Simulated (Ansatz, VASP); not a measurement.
**Be: VASP beside Ansatz**

```
Be
1.0
     1.13982    1.97423    0.00000
    -1.13982    1.97423    0.00000
     0.00000    0.00000    3.57240
Be
2
Direct
  0.33333 0.33334 0.25000
  0.66666 0.66667 0.75000
```

Alike in both runs: task single point; functional r2SCAN; k mesh 17 × 17 × 9; no spin polarisation.

|  | VASP | Ansatz |
| --- | --- | --- |
| version | VASP 6.6.1 | Ansatz 0.2.0 |
| potentials or method | VASP PAW PBE potentials, release 64 (Be) | PAW plane waves |
| plane-wave cutoff (eV) | 520 | 500 |
| occupations | fermi-dirac, width 0.1 eV | fermi-dirac |
| valence electrons in the cell | 4 | 4 |

Ansatz gave:

| Quantity | Value |
| --- | --- |
| pressure (GPa) | -1.9 |
| largest component of the traceless stress (GPa) | 0.40 |

Problem. What did VASP give for the same quantities?

Solution. Pressure (GPa): -1.7; largest component of the traceless stress (GPa): 0.46.

Ansatz warned: «structure_snapped_to_symmetry».

Caveats: the PAW data sets were made with another functional, which shifts forces and pressure a little (VASP).
